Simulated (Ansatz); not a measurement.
**Pt: changing the pressure**

The cell as given:

The structure is cubic, space group Fm-3m (No. 225). Conventional cell: a = 3.922 Å, b = 3.922 Å, c = 3.922 Å, α = 90.00°, β = 90.00°, γ = 90.00°. Pt (site symmetry m-3m) has 12 Pt at 2.77 Å as nearest neighbours.

Kept alike: task relaxation of cell and atoms; functional PBEsol; k mesh 12 × 12 × 12; occupations fermi-dirac, width 0.05 eV; no spin polarisation. Program: Ansatz, all-electron LAPW, scalar-relativistic. The mesh is that of the run's cell of 1 atom. No spin-orbit coupling.

```csv
"pressure, P (GPa)",volume (Å³/atom)
0,15.046
5,14.795
10,14.571
20,14.174
30,13.834
```

The relaxations keep at least the cell's symmetry (Fm-3m). For a metal such a mesh leaves the last digits unconverged. The runs follow the start's structure, whether or not it is the stable one at these pressures.

What does the pressure change here?

The volume falls from 15.046 to 13.834 Å³/atom between 0 and 30 GPa. The volume falls ever more slowly, since the solid stiffens under load. At the pressures aimed at, which the runs meet within some tenths of a GPa, the step from 0 to 5 GPa gives a mean bulk modulus near 297 GPa, the last step 412 GPa.

Platinum gives up little volume even at 30 GPa, and each successive interval costs less volume per unit of pressure, as expected for smooth compression of a stiff, close-packed metal. With the atoms fixed by symmetry in the fcc cell, there are no internal coordinates to relax, so the load must shorten all nearest-neighbour bonds equally.

The high initial resistance reflects cohesion from the broad, largely filled d band, balanced against the repulsion of the sp electrons and the overlapping ion cores. Compression widens the d band and strengthens its bonding contribution, but the kinetic-energy and Pauli repulsion rises faster. This shifting balance is the probable origin of the increase in mean bulk modulus from about 297 to 412 GPa.

The volumes support ordinary progressive stiffening and give no sign of an abrupt electronic or structural change along this fcc branch. They do not establish how the resistance to shear evolves, since hydrostatic compression probes only the volume response.
